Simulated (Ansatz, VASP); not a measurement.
# Si in VASP and in Ansatz

```
Si
1.0
     5.40199    0.00000    0.00000
     0.00000    5.40199    0.00000
     0.00000    0.00000    5.40199
Si
8
Direct
  0.00000 0.00000 0.00000
  0.00000 0.50000 0.50000
  0.50000 0.00000 0.50000
  0.50000 0.50000 0.00000
  0.25000 0.25000 0.25000
  0.25000 0.75000 0.75000
  0.75000 0.25000 0.75000
  0.75000 0.75000 0.25000
```

Alike in both runs: functional LDA; k mesh 6 × 6 × 6; no spin polarisation.

Ansatz relaxed the structure, and its values are those at the end. VASP's run is a single point on that final structure, the one shown.

|  | VASP | Ansatz |
| --- | --- | --- |
| version | VASP 6.6.1 | Ansatz 0.2.0 |
| potentials or method | VASP PAW LDA potentials, release 64 (Si) | scalar-relativistic, plane waves, PAW |
| plane-wave cutoff (eV) | 520 | 420 |
| occupations | gaussian, width 0.01 eV | fixed |
| valence electrons in the cell | 32 | 32 |

|  | VASP | Ansatz | Ansatz less VASP |
| --- | --- | --- | --- |
| gap on the k mesh at the Fermi level (eV) | 0.44 | 0.44 | +0.002 |
| least direct gap on the mesh (eV) | 0.57 | 0.58 | +0.002 |
| pressure (GPa) | 0.0 | 0.0 | -0.04 |
